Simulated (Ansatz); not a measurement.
# Fe (Fmmm) in Ansatz: further runs

Runs on Fe. Level: PBEsol. Tasks: single point.

Everything below comes from runs of Ansatz 0.2.0. Logs are shortened: lines on timing, memory, paths and dates and some standing lists are left out, and cuts for length are marked.

## (1) Starting point

The structure is orthorhombic, space group Fmmm (No. 69). Conventional cell: a = 2.997 Å, b = 3.883 Å, c = 3.930 Å, α = 90.00°, β = 90.00°, γ = 90.00°. Fe (site symmetry mmm) has 12 Fe at 2.45 to 2.76 Å as nearest neighbours.

## (2) Single point, PBEsol, collinear spin, program default start

input.yaml reads:

```yaml
crystal:
  lattice:
    - [0.0, 1.9417396906, 1.9651051623]
    - [1.4984397099, 0.0, 1.9651051623]
    - [1.4984397099, 1.9417396906, 0.0]
  atoms:
    - { symbol: Fe, position: [0.0, 0.0, 0.0] }
hamiltonian:
  xc: pbesol
  pseudopotentials: { kind: paw }
magnetization:
  spin_polarized: true
  initial_magnetization: 0.0
  spin_locking: { lock_magnetization: hard }
kpoints:
  mp_grid: { grid: [11, 11, 11] }
scf:
  occupations: { method: fermi_dirac, width: 0.05 }
  lower_state_search: "off"
output:
  forces: true
  stress: true
  eigenvalues: true
```

Potentials or basis: Ansatz PAW.

On the command line:

```bash
ansatz run input.yaml --threads 2 --pin off --max-ram 5632MiB --backend cpu --events-out ev --progress --plain --runs-dir out
```

The program printed:

```text
Warning: output.stress: scf.convergence.dr2_threshold = 1e-7 eV (the SCF's general default) is looser than the 1e-10 eV advised for a printed stress (1e-10 eV for each atom of the cell: 1). What an SCF threshold leaves in a stress goes as its square root, and in the free energy as the threshold itself, and one threshold admits the most on a small cell: of the crystals measured, under no hybrid functional and no lock of the moments, on runs that ended without the residual-converged pass, on stresses that held no estimate of that error, the worst erred by over 100 MPa in a component at 1e-7 eV an atom and by under 5 at 1e-10. Set scf.convergence.dr2_threshold to 1e-10 eV or tighter. The threshold is an SCF's pass mark: one that does not reach it within its budget of iterations ends unconverged, or closes short of it on a stop that the run arms, and scf.convergence.dr2_threshold's page says what that costs each kind of run
Warning: RAYON_NUM_THREADS=2 ignored (pool sized by the plan → 2); use --threads N
Engine: ansatz 0.2.0, x86_64-unknown-linux-gnu
Pseudopotentials: kind: paw
Pseudopotential: Fe, paw, valence charge 16, recommended cutoff 420 eV (normal), Fe.paw.azcp
Functional definition: PBEsol
  exchange = pbesol_x
  correlation = pbesol_c
Crystal: 1 atoms, lattice volume = 11.435 Å³
Basis set: ecut = 420 eV, 221 PW (Γ), exchange–correlation on 40×36×36 points (8 copies of the dense FFT grid, shifted against one another)
Bands: 12, of which v1, the nominal top of the filled ones, is band 8 counted from 1 (7 counted from 0)
Symmetry: 8 space group operations
Space group: Fmmm (ITA 69), of the structure as read, at distance tolerance 2.3e-5 Å
k-points: 216 of 1331
Non-local potential: Fe, projectors of the file, l = 0: 3, l = 1: 2, l = 2: 3, l = 3: 1
PAW form: soft (Blöchl's): semilocal exchange-correlation on the pseudo side does not see the compensation charge
PAW frozen core: Fe, regenerated for the run's functional, and the local potential with it (the file was generated under x = pbe(κ = 0.804, μ = 0.2195149727645171), c = pbe(β = 0.06672455060314922))
PAW one-centre angular grid: Fe, 590 points (default); XC on 64 Gauss nodes
Initial density: superposition of atomic densities (chi_scale 0.1, normalization cell)
Initial wavefunctions: pseudopotential atomic-orbital guess
Functional: x = pbesol(κ = 0.804, μ = 0.12345679012345678), c = pbesol(β = 0.046)
SCF iter   1: F=—  HF=-4448.604019 eV  |F-HF|=—  |Δ(HF+E_count)|=         —  Δρ=5.83e-2 (↑5.83e-2 ↓5.83e-2)  dr2=9.23e-1  dr2_m=0.00e0  M=0.000 μB ∫|m|=0.000 μB  β_m=0.30  ethr=3.10e-3  ⟨swp⟩=4.6  Hψ=12829  notcnv=0
preconditioner: auto → none  [metal: Δε(μ)=0.008 eV  Ē_g=9.635 eV  σ=0.050 eV  W_gap=0.04  n_scr=0 (ndim 8)  ℏωp=31.1 eV  f_vac=0.000  D(μ)=2.80/eV (n_scr^D=54)]
SCF iter   2: F=—  HF=-4448.415373 eV  |F-HF|=—  |Δ(HF+E_count)|=   1.89e-1  Δρ=9.42e-3 (↑9.42e-3 ↓9.42e-3)  dr2=1.74e-2  dr2_m=0.00e0  M=0.000 μB ∫|m|=0.000 μB  β_m=0.29  ethr=3.10e-3  ⟨swp⟩=2.9  Hψ=6137  notcnv=0
SCF iter   3: F=—  HF=-4448.394651 eV  |F-HF|=—  |Δ(HF+E_count)|=   2.07e-2  Δρ=7.64e-3 (↑7.64e-3 ↓7.64e-3)  dr2=9.30e-3  dr2_m=0.00e0  M=0.000 μB ∫|m|=0.000 μB  β_m=0.49  ethr=1.09e-4  ⟨swp⟩=2.5  Hψ=5084  notcnv=0
SCF iter   4: F=—  HF=-4448.382664 eV  |F-HF|=—  |Δ(HF+E_count)|=   1.20e-2  Δρ=1.70e-3 (↑1.70e-3 ↓1.70e-3)  dr2=2.71e-4  dr2_m=0.00e0  M=0.000 μB ∫|m|=0.000 μB  β_m=0.62  ethr=5.81e-5  ⟨swp⟩=2.1  Hψ=3982  notcnv=0
SCF iter   5: F=—  HF=-4448.381586 eV  |F-HF|=—  |Δ(HF+E_count)|=   1.08e-3  Δρ=6.88e-4 (↑6.88e-4 ↓6.88e-4)  dr2=5.32e-5  dr2_m=0.00e0  M=0.000 μB ∫|m|=0.000 μB  β_m=0.55  ethr=1.69e-6  ⟨swp⟩=3.0  Hψ=4922  notcnv=0
SCF iter   6: F=—  HF=-4448.381531 eV  |F-HF|=—  |Δ(HF+E_count)|=   5.45e-5  Δρ=1.63e-4 (↑1.63e-4 ↓1.63e-4)  dr2=5.73e-6  dr2_m=0.00e0  M=0.000 μB ∫|m|=0.000 μB  β_m=0.54  ethr=3.33e-7  ⟨swp⟩=2.1  Hψ=3570  notcnv=0
SCF iter   7: F=-4448.381529 eV  HF=-4448.381529 eV  |F-HF|=6.36e-8  |Δ(HF+E_count)|=   2.09e-6  Δρ=2.05e-5 (↑2.05e-5 ↓2.05e-5)  dr2=6.77e-8  dr2_m=0.00e0  M=0.000 μB ∫|m|=0.000 μB  ethr=6.25e-10  ⟨swp⟩=4.0  Hψ=12751  notcnv=0
SCF 1 converged in 7 iterations: F = -4448.381529 eV  dr2 = 6.77e-8
SCF converged after 7 iterations
Stability checked in part: among states of this total moment the steps that led to this state did not find it unstable. No probe was made; neither looks for a lower state of another moment (fixed_total_moment; see scf.lower_state_search)
Magnetization: 0.0000 μB (8.0000 up, 8.0000 down)
Absolute magnetization: 0.0000 μB (∫|ρ↑−ρ↓|)
Spin contamination: 0.0000 ħ² per cell (⟨S²⟩ above its minimum at these occupations)
Per-site moments (μB) at R_I (Å): [(0.0, 1.011733477502028)]
Free energy (F): -4448.381529 eV
Harris-Foulkes:  -4448.381529 eV  (|F-HF|=6.36e-8)
Internal energy: -4448.355963 eV  (E = F + TS)
E sigma→0 (E₀):  -4448.368746 eV
Entropy (-TS):   -0.025566 eV (-25.566 meV/atom)
Fermi energy:    18.282260 (↑ 18.282260, ↓ 18.282260) eV
--- Per-component energies (eV) ---
  E_band       = -216.658680
  E_kinetic    = 351.156359
  E_local      = -2068.644832  (includes V_loc(G=0)·N_el)
  E_nonlocal   = 216.769323
  E_hartree    = 864.990716
  E_xc         = -117.198219
  E_vxc        = -151.543911  (∫ρ·V_xc dr)
  E_paw        = -1332.724482  (= ΣΔE_a)
  E_vpaw       = -294.387079  (= ΣTr[D̂ρ^β])
  E_aug_tail   = 0.000949  (compensation charges beyond the density's cutoff)
  E_ewald      = -2362.884979
  E_core_change = 0.179202  (= ΣΔE_core)
  E_smearing   = -0.025566  (= −TS)
  E_closure    = 0.000000  (closes the sum)
  Σ components = -4448.381529   (vs F -4448.381529, Δ=0.00e0)
--- Forces (eV/Å), atoms counted from 1 ---
  atom   1  Fe     0.00000000     0.00000000    -0.00000000
  max |Σ_I F_I| component: 1.42e-31 eV/Å
--- Stress (GPa, compression-positive) ---
      -13.478317       0.000000      -0.000000
        0.000000     -35.624648      -0.000000
       -0.000000      -0.000000     -37.939262
  P = ⅓ Tr σ = -29.0141 GPa (-290.141 kbar)
--- Band table (eV; the first three rows and the last of 432) ---
  k-point 0 ↑: bands = ["-68.5401", "-34.4757", "-34.4754", "-34.4752", "9.7642", "16.5166", "16.6329", "17.0369", "17.9634", "18.4538", "41.3397", "42.8494"]
  k-point 1 ↑: bands = ["-68.5338", "-34.5101", "-34.4857", "-34.4752", "10.0973", "16.5287", "16.6385", "17.1008", "17.9065", "18.4129", "40.2156", "41.9727"]
  k-point 2 ↑: bands = ["-68.5170", "-34.6027", "-34.5133", "-34.4748", "11.0418", "16.4408", "16.5049", "17.5121", "17.8225", "18.3556", "36.6823", "40.6403"]
  k-point 215 ↓: bands = ["-68.4576", "-34.8719", "-34.6346", "-34.5098", "13.9791", "15.1998", "17.8190", "18.5147", "18.9830", "20.6373", "26.4781", "33.9369"]
```

It took 1.9 s on 2 threads of AMD EPYC 7R43 (Zen 3), shared host; peak memory 0.35 GiB.

Results:

```
Free energy     : -4448.3815 eV
Pressure        : -29.0 GPa
Net moment      : 0.00 μB per cell
Absolute moment : 0.00 μB per cell
```

Caveat: a pressure of tens of GPa on the cell as given is suspect, and the run, the potentials or the cell itself is likely at fault; the total moment is fixed, so each spin has its own Fermi level; the PAW data sets come from PBE, with cores solved anew for the run's functional, which leaves a small shift of forces and pressure; the thresholds are loose for stress.

## (3) Single point, PBEsol, collinear spin, ferromagnetic start

input.yaml: that of step 2 with these lines changed.

```diff
@@ -6,3 +6,3 @@
   atoms:
-    - { symbol: Fe, position: [0.0, 0.0, 0.0] }
+    - { symbol: Fe, position: [0.0, 0.0, 0.0], spin: 0.8 }
 hamiltonian:
@@ -12,3 +12,3 @@
   spin_polarized: true
-  initial_magnetization: 0.0
+  initial_magnetization: 0.8
   spin_locking: { lock_magnetization: hard }
```

Potentials or basis: Ansatz PAW.

On the command line:

```bash
ansatz run input.yaml --threads 2 --pin off --max-ram 5632MiB --backend cpu --events-out ev --progress --plain --runs-dir out
```

The program printed:

```text
Warning: output.stress: scf.convergence.dr2_threshold = 1e-7 eV (the SCF's general default) is looser than the 1e-10 eV advised for a printed stress (1e-10 eV for each atom of the cell: 1). What an SCF threshold leaves in a stress goes as its square root, and in the free energy as the threshold itself, and one threshold admits the most on a small cell: of the crystals measured, under no hybrid functional and no lock of the moments, on runs that ended without the residual-converged pass, on stresses that held no estimate of that error, the worst erred by over 100 MPa in a component at 1e-7 eV an atom and by under 5 at 1e-10. Set scf.convergence.dr2_threshold to 1e-10 eV or tighter. The threshold is an SCF's pass mark: one that does not reach it within its budget of iterations ends unconverged, or closes short of it on a stop that the run arms, and scf.convergence.dr2_threshold's page says what that costs each kind of run
Warning: RAYON_NUM_THREADS=2 ignored (pool sized by the plan → 2); use --threads N
[... 6 set-up lines as earlier in the session ...]
Crystal: 1 atoms, lattice volume = 11.435 Å³
Basis set: ecut = 420 eV, 221 PW (Γ), exchange–correlation on 40×36×36 points (8 copies of the dense FFT grid, shifted against one another)
[... 53 lines left out ...]
  E_smearing   = -0.020615  (= −TS)
  E_closure    = -0.000000  (closes the sum)
  Σ components = -4448.496026   (vs F -4448.496026, Δ=0.00e0)
--- Forces (eV/Å), atoms counted from 1 ---
  atom   1  Fe     0.00000000     0.00000000    -0.00000000
  max |Σ_I F_I| component: 1.36e-31 eV/Å
--- Stress (GPa, compression-positive) ---
      -17.060267       0.000000      -0.000000
        0.000000     -28.927503      -0.000000
       -0.000000      -0.000000     -32.100105
  P = ⅓ Tr σ = -26.0293 GPa (-260.293 kbar)
--- Band table (eV; the first three rows and the last of 432) ---
  k-point 0 ↑: bands = ["-68.9825", "-34.9759", "-34.8838", "-34.8778", "9.7452", "16.2869", "16.3923", "16.6667", "17.5763", "17.7666", "41.3953", "42.8757", "43.1434"]
  k-point 1 ↑: bands = ["-68.9764", "-34.9949", "-34.8968", "-34.8898", "10.0779", "16.2960", "16.3890", "16.7436", "17.5161", "17.7349", "40.2195", "41.9881", "42.8697"]
  k-point 2 ↑: bands = ["-68.9598", "-35.0668", "-34.9191", "-34.9129", "11.0194", "16.1755", "16.2558", "17.1840", "17.4056", "17.7253", "36.6195", "40.6384", "42.5191"]
  k-point 215 ↓: bands = ["-67.9148", "-34.4104", "-34.0347", "-33.9897", "14.2935", "15.4472", "18.0384", "19.2551", "19.3746", "20.8547", "26.7894", "34.0114", "36.4458"]
```

It took 5.3 s on 2 threads of AMD EPYC 7R43 (Zen 3), shared host; peak memory 0.36 GiB.

Results:

* Free energy: -4448.4960 eV
* Pressure: -26.0 GPa
* Net moment: 0.80 μB per cell
* Absolute moment: 0.87 μB per cell
* Site moments: Fe +0.83 μB

Caveat: the total moment is fixed, so each spin has its own Fermi level; the PAW data sets come from PBE, with cores solved anew for the run's functional, which leaves a small shift of forces and pressure; the thresholds are loose for stress.

## (4) Single point, PBEsol, collinear spin, ferromagnetic start

input.yaml: that of step 3 with these lines changed.

```diff
@@ -6,3 +6,3 @@
   atoms:
-    - { symbol: Fe, position: [0.0, 0.0, 0.0], spin: 0.8 }
+    - { symbol: Fe, position: [0.0, 0.0, 0.0], spin: 1.5 }
 hamiltonian:
@@ -12,3 +12,3 @@
   spin_polarized: true
-  initial_magnetization: 0.8
+  initial_magnetization: 1.5
   spin_locking: { lock_magnetization: hard }
@@ -23 +23,5 @@
   eigenvalues: true
+  write_density: true
+  write_potential: true
+  elf: true
+  volumetric_format: npy
```

On the command line:

```bash
ansatz run input.yaml --threads 2 --pin off --max-ram 5632MiB --backend cpu --events-out ev --progress --plain --runs-dir out
```

Run time: 5.2 s. Hardware: 2 threads of AMD EPYC 7R43 (Zen 3), shared host; peak memory 0.37 GiB.

The run converged. Its results:

```
Free energy     : -4448.6820 eV
Pressure        : -20.1 GPa
Net moment      : 1.50 μB per cell
Absolute moment : 1.61 μB per cell
Site moments    : Fe +1.55 μB
```

Stress tensor (GPa, compression positive):
```
-23.49   0.00   0.00
  0.00 -16.92   0.00
  0.00   0.00 -19.94
```

Caveat: the total moment is fixed, so each spin has its own Fermi level; the PAW data sets come from PBE, with cores solved anew for the run's functional, which leaves a small shift of forces and pressure; the thresholds are loose for stress.

## (5) Overview

| spin | fixed moment (μB) | pressure (GPa) | moment (μB) |
| --- | --- | --- | --- |
| collinear, program default start | 0.0 | -29.0 | 0.00 |
| collinear, ferromagnetic start | 0.8 | -26.0 | 0.80 |
| collinear, ferromagnetic start | 1.5 | -20.1 | 1.50 |

Alike in all rows: task single point; level PBEsol; potentials or basis Ansatz PAW; cell as given; k mesh 11 × 11 × 11; cutoff (eV) 420; smearing fermi-dirac 0.05 eV.

Caveats: the total moment is fixed, so each spin has its own Fermi level; the PAW data sets come from PBE, with cores solved anew for the run's functional, which leaves a small shift of forces and pressure; the thresholds are loose for stress; a pressure of tens of GPa on the cell as given is suspect, and the run, the potentials or the cell itself is likely at fault (some runs).

Total energies depend on the potentials used, so only differences within one code and one set of settings carry meaning.
